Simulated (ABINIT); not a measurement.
Runs of ABINIT 10.8.3 (patched build) on TiC. The structure is cubic, space group Fm-3m (No. 225). Conventional cell: a = 4.331 Å, b = 4.331 Å, c = 4.331 Å, α = 90.00°, β = 90.00°, γ = 90.00°. Around Ti (site symmetry m-3m) lie 6 C at 2.17 Å. C (site symmetry m-3m) has 6 Ti at 2.17 Å as nearest neighbours. The cell is a database's computed one.

```tsv
potentials or basis	cutoff (eV)	fine-grid cutoff	V0 of scaled cells (Å³/atom)	B0 (GPa)
JTH PAW PBE v2.0	517	1034.03 eV	10.19	(a)
PseudoDojo NC SR PBE v0.5 stringent	1143	-	10.17	251
PseudoDojo NC SR PBE v0.5 standard	1143	-	10.17	251
PseudoDojo NC SR PBE v0.4 stringent	1143	-	10.17	251
SG15 NC PBE v1.2	1088	-	10.18	250
```

Alike in all rows: task equation of state; level PBE; no spin polarisation; cell as given; k mesh 11 × 11 × 11; smearing fermi-dirac 0.05 eV.

Estimate the missing entries.

(a) 248.

Caveats: pressures at fixed basis lie under the slope of the energies.
